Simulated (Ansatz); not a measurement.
I: enthalpies of structure types against pressure

All-electron LAPW in Ansatz 0.2.0 under PBE, scalar-relativistic, energies extrapolated to zero smearing. Each structure type was compressed from its own relaxed volume, symmetry kept and shape relaxed on PAW files, and E(V) was fitted to energies and pressures; H = E + pV has no temperature or zero-point term. Only these types were tried: bcc (Im-3m, 13×13×13 mesh, 36.15 Å³/atom at rest); diamond (Fd-3m, 10×10×10 mesh, 61.10 Å³/atom at rest); sc (Pm-3m, 11×11×11 mesh, 41.74 Å³/atom at rest); fcc (Fm-3m, 14×14×14 mesh, 35.04 Å³/atom at rest). Spin polarisation is left out. Spin–orbit coupling is left out; Fermi–Dirac smearing is 0.05 to 0.1 eV. The element's standard state (solid I2) isn't among the types. Enthalpies carry a few meV/atom of noise from meshes and fits.

Enthalpies against sc:

```csv
p (GPa),bcc (meV/atom),diamond (meV/atom),sc (meV/atom),fcc (meV/atom)
0,141,226,0,161
1.6,87,393,0,98
4.2,5,609,0,3
7.9,-102,858,0,-120
16,-316,1282,0,-363
26,-558,1679,0,-635
40,-865,2110,0,-982
50,-1062,2367,0,-1207
```

What sequence of phases does this give?

Among the types tried, sc is lowest at zero pressure; fcc takes over from sc near 4.3 GPa, with a volume step of -15.3 %.
